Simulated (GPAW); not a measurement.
WS2, 3 atoms in the cell. The cell holds a slab with vacuum, 3 atoms: a = 3.184 Å, b = 3.184 Å, c = 16.951 Å, α = 90.00°, β = 90.00°, γ = 120.00°. 

```yaml
Program: GPAW 26.7.0
Task: equation of state
Functional: PBE
Potentials_or_basis: PAW data sets generated in the run's folder for this functional
Cutoff: 600 eV
Basis: pw
k_mesh: 7 × 7 × 2
Occupations: fermi-dirac, width 0.05 eV
Spin: no spin polarisation
Maxiter: 150
Eos_scales: "[0.94, 0.96, 0.98, 1.0, 1.02, 1.04, 1.06]"
```

Potentials or basis: PAW data sets generated in the run's folder for this functional, pw.

The run is started by

```bash
$ gpaw-setup -f PBE S W
$ OMP_NUM_THREADS=1 python run.py
```

Hardware: 1 thread of Intel(R) Xeon(R) 6975P-C (Granite Rapids), on a shared host.

Q: How long does it take, and how much memory?

A: Run time: 2.4 min on 1 thread of Intel(R) Xeon(R) 6975P-C (Granite Rapids), on a shared host, peak memory 0.35 GiB. Counts: scf iterations 87, plane waves 4687, bands 25, k points 16.
